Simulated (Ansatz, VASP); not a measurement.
# GaN: VASP beside Ansatz

Contents of INCAR:

```
SYSTEM = GaN
PREC = Accurate
ENCUT = 600
EDIFF = 1E-6
ISMEAR = 0
SIGMA = 0.01
LREAL = .False.
LASPH = .True.
NELM = 100
ALGO = Normal
ISIF = 3
LWAVE = .False.
LCHARG = .False.
GGA = PE
IBRION = 2
NSW = 80
EDIFFG = -0.001
```

KPOINTS

```
Automatic mesh
0
Gamma
  10 10 10
  0 0 0
```

Contents of POSCAR:

```
GaN
1.0
    0.0000000000      2.2742384951      2.2742384951
    2.2742384951      0.0000000000      2.2742384951
    2.2742384951      2.2742384951      0.0000000000
Ga N
1 1
Direct
    0.0000000000      0.0000000000      0.0000000000
    0.7500000000      0.7500000000      0.7500000000
```

Input for Ansatz:

```yaml
crystal:
  lattice:
    - [0.0, 2.2742384951, 2.2742384951]
    - [2.2742384951, 0.0, 2.2742384951]
    - [2.2742384951, 2.2742384951, 0.0]
  atoms:
    - { symbol: Ga, position: [0.0, 0.0, 0.0] }
    - { symbol: "N", position: [0.75, 0.75, 0.75] }
basis:
  ecutwfc: 420
kpoints:
  mp_grid: { grid: [10, 10, 10] }
hamiltonian:
  xc: pbe
scf:
  occupations: { method: fixed }
output:
  forces: true
  stress: true
  eigenvalues: true
  write_density: true
  write_potential: true
  elf: true
  volumetric_format: npy
relax:
  adjacent_minimum: "off"
  f_tol: 0.001
  max_steps: 60
  cell: { stress_tol: 0.01 }
```

Alike in both runs: task relaxation of cell and atoms; functional PBE; k mesh 10 × 10 × 10; no spin polarisation.

```csv
,VASP,Ansatz
version,VASP 6.6.1,Ansatz 0.2.0
potentials or method,"VASP PAW PBE potentials, release 64 (Ga_d, N)","scalar-relativistic, plane waves, PAW"
plane-wave cutoff (eV),600,420
occupations,"gaussian, width 0.01 eV",fixed
valence electrons in the cell,18,18
```

|  | VASP | Ansatz | Ansatz less VASP |
| --- | --- | --- | --- |
| gap on the k mesh at the Fermi level, each at its own relaxed structure (eV) | 1.55 | 1.54 | -0.009 |
| relaxed volume (Å³/atom) | 11.76 | 11.76 | +0.004 |
| relaxed cell length with the largest relative difference (Å) | 3.216 | 3.216 | +0.0004 |
